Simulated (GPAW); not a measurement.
MgS (Niningerite): single point with HSE06

The system is MgS (Niningerite).

```
S Mg
1.0
     0.00000    2.60165    2.60165
     2.60165    0.00000    2.60165
     2.60165    2.60165    0.00000
S Mg
1 1
Direct
  0.50000 0.50000 0.50000
  0.00000 0.00000 0.00000
```

| Property | Result |
| --- | --- |
| Program | GPAW 26.7.0 |
| Task | single point |
| Functional | HSE06 |
| Potentials or basis | GPAW PAW data sets (gpaw-data 1.2.1) |
| Cutoff | 600 eV |
| Basis | pw |
| k mesh | 6 × 6 × 6 |
| Occupations | fermi-dirac, width 0.05 eV |
| Spin | no spin polarisation |

The band gap on the k mesh is 3.85 eV, indirect (least direct gap 4.85 eV).

Levels at points of the mesh, in eV from the valence-band top:
```tsv
k point	band 6	band 7	band 8	band 9
(0.00, 0.00, 0.00)	0.00	0.00	0.00	4.85
(0.50, 0.50, 0.00)	-4.56	-1.83	-1.83	3.85
(0.50, 0.50, 0.50)	-5.23	-0.64	-0.64	5.61
```

Run time: 73 min on 4 MPI ranks on Intel(R) Xeon(R) Platinum 8375C CPU @ 2.90GHz (Ice Lake), with other jobs on the host, peak memory 0.29 GiB a rank.

 A k mesh can miss the band edges.
